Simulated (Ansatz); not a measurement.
Runs of Ansatz 0.2.0 on NbP. The structure is tetragonal, space group I4_1md (No. 109). Conventional cell: a = 3.350 Å, b = 3.350 Å, c = 11.480 Å, α = 90.00°, β = 90.00°, γ = 90.00°. Nb (site symmetry 2mm) has 6 P at 2.55 Å as nearest neighbours. Around P (site symmetry 2mm) lie 6 Nb at 2.55 Å. The cell is a database's computed one.

```csv
task,level,spin,U,k mesh,points for each segment of the path,hubbard projectors,double counting,share of exact exchange,mesh quality,gap on the mesh (eV),pressure (GPa),largest force (eV/Å)
band structure,LDA+U,off,Nb d U = 1 eV,11 × 11 × 11,14,ortho-atomic (the default),fll (the default),-,not flagged,none,-9.0,0.01
band structure,LDA,off,-,11 × 11 × 11,14,-,-,-,not flagged,none,-9.4,0.02
single point,HSE06 form with a typed share of exact exchange,off,-,6 × 6 × 6,-,-,-,0.1,coarse,0.13,-2.7,0.01
band structure,LDA+U,off,Nb d U = 6 eV,11 × 11 × 11,14,ortho-atomic (the default),fll (the default),-,not flagged,-,-6.0,0.08
single point,HSE06 form with a typed share of exact exchange,off,-,6 × 6 × 6,-,-,-,0.15,coarse,(a),(b),0.01
single point,HSE06 form with a typed share of exact exchange,off,-,6 × 6 × 6,-,-,-,0.5,coarse,0.19,-9.6,-
band structure,LDA+U,off,Nb d U = 4 eV,11 × 11 × 11,14,ortho-atomic (the default),fll (the default),-,not flagged,none,-7.7,-
band structure,LDA+U,off,Nb d U = 5 eV,11 × 11 × 11,14,ortho-atomic (the default),fll (the default),-,not flagged,none,-7.1,0.01
single point,HSE06 form with a typed share of exact exchange,off,-,6 × 6 × 6,-,-,-,0.35,coarse,0.17,-7.1,0.01
band structure,PBEsol,"SOC, no magnetisation",-,11 × 11 × 11,14,-,-,-,not flagged,none,-6.4,0.02
phonons,PBEsol,off,-,10 × 10 × 10,-,-,-,-,not flagged,none,-,-
```

Alike in all rows: potentials or basis Ansatz PAW; cell as given; cutoff (eV) 420; smearing fermi-dirac 0.05 eV.

Q: Fill in the values left out.

A: (a) 0.14; (b) -3.6.

Caveats: some runs use coarse meshes; the PAW data sets come from PBE, with cores solved anew for the run's functional, which leaves a small shift of forces and pressure; U without spin polarisation on a metal has little footing (some runs); the U is typed as a test and isn't derived for this compound (some runs); the thresholds are loose for stress (some runs).

A k mesh can miss the band edges, and rows without SOC leave out spin-orbit coupling on Nb.

A gap of «none» marks a metal or a gap under the smearing width.

Runs at the PBE level aren't shown here.
